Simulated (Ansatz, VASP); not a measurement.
**One calculation of MnO2, two programs**

```xyz
3
Lattice="2.8768 0.0000 0.0000 -1.4384 2.4914 0.0000 0.0000 0.0000 5.4465" Properties=species:S:1:pos:R:3 pbc="T T T"
Mn    0.0000    0.0000    0.0000
O     0.0000    1.6609    0.9551
O     1.4384    0.8305    4.4913
```

Alike in both runs: functional PBE; k mesh 14 × 14 × 6; occupations gaussian, width 0.05 eV; collinear spin.

Ansatz relaxed the structure, and its values are those at the end. VASP's run is a single point on that final structure, the one shown.

|  | VASP | Ansatz |
| --- | --- | --- |
| version | VASP 6.6.1 | Ansatz 0.2.0 |
| potentials or method | VASP PAW PBE potentials, release 64 (Mn_pv, O) | scalar-relativistic, plane waves, PAW |
| plane-wave cutoff (eV) | 520 | 420 |
| valence electrons in the cell | 25 | 27 |

```tsv
	VASP	Ansatz	Ansatz less VASP
gap on the k mesh at the Fermi level (eV)	0.99	1.02	+0.034
least direct gap on the mesh (eV)	1.05	1.08	+0.034
pressure (GPa)	0.8	0.0	-0.75
rms of the force components (eV/Å)	0.041	0.000	-0.0407
net moment per atom (μB)	1.00	1.00	0.000
size of the moment on the site where the two differ most (μB)	2.85	2.52	-0.339
```

Site moments also hang on the region over which each program counts them. With one functional, cell and mesh, what is left measures potentials, basis and numerics. The two sets of potentials don't hold the same shells in valence.

Caveats: a cell with one magnetic atom can't hold antiferromagnetic order, which such compounds often take. A hybrid or GW would open this gap; PBE tends to underestimate it. A k mesh can miss the band edges.
